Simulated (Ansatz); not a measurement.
**TiSi: zone-centre modes**

Theory: DFT PBEsol, scalar-relativistic, plane waves, PAW (Ansatz). Settings: plane waves to 420 eV, k-mesh 12×6×10 (Γ-centred), Gaussian smearing 0.15 eV. No spin polarisation.

The undisturbed cell (relaxed at this level; it needn't be the usual structure):

```
Ti Si
1.0
     3.60079    0.00000    0.00000
     0.00000    7.57857    0.00000
     0.00000    0.00000    4.14290
Ti Si
4 4
Direct
  0.00000 0.50000 0.05075
  0.50000 0.50000 0.55075
  0.50000 0.00000 0.55075
  0.00000 0.00000 0.05075
  0.00000 0.75000 0.55075
  0.00000 0.25000 0.55075
  0.50000 0.25000 0.05075
  0.50000 0.75000 0.05075
```

Harmonic modes by finite displacements of 0.02 Å, without the LO–TO term.

At this geometry, is the structure stable against these modes?

Yes: no mode is imaginary beyond 10 cm⁻¹, and only the three translations lie near zero.

List the wavenumbers in cm⁻¹.

0, 0, 0, 108, 136, 138, 191, 195, 198, 200, 227, 228, 259, 285, 294, 300, 313, 315, 325, 331, 354, 362, 364, 388.

Cost: 1 run of about 7.3 core-minutes, on Arm Neoverse V2 (shared hosts).